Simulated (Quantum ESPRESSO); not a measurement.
**HgTe under changes of volume**

One of the cells (28.929 Å³/atom); the others are scaled copies at fixed shape and fractional positions:

```
Hg Te
1.0
    -3.04560    3.04560    1.55941
     3.04560   -3.04560    1.55941
     3.04560    3.04560   -1.55941
Hg Te
1 1
Direct
  0.75000 0.25000 0.50000
  0.00000 0.00000 0.00000
```

Measurements of this composition are mostly on another form, of space group No. 216.

| Property | Result |
| --- | --- |
| Program | Quantum ESPRESSO 7.5 |
| Functional | LDA |
| Potentials or basis | GBRV 1.5 LDA |
| Cutoff | 612 eV |
| Density cutoff | 4898 eV |
| k mesh | 10 × 10 × 10 |
| Occupations | fermi-dirac, width 0.05 eV |
| Spin | no spin polarisation |

```tsv
volume (Å³/atom)	energy over the lowest point (meV/atom)	pressure (GPa)
27.193	0.00	-2.3
27.772	10.10	-3.3
28.351	?	?
28.929	39.48	-4.8
29.508	58.00	-5.5
30.086	78.62	-6.0
30.665	101.03	-6.5
```

Problem. What does the run at 28.351 Å³/atom give?

Solution. Energy over the lowest point 23.38 meV/atom; pressure -4.1 GPa.

Worked out: A Birch-Murnaghan fit of order 3 (a polynomial in V^(-2/3)) to the other rows has no minimum within the range. It gives 23.40 meV/atom at 28.351 Å³/atom, against the run's 23.38, and -dE/dV = -4.1 GPa, against -4.1.

Energies are extrapolated to zero smearing.
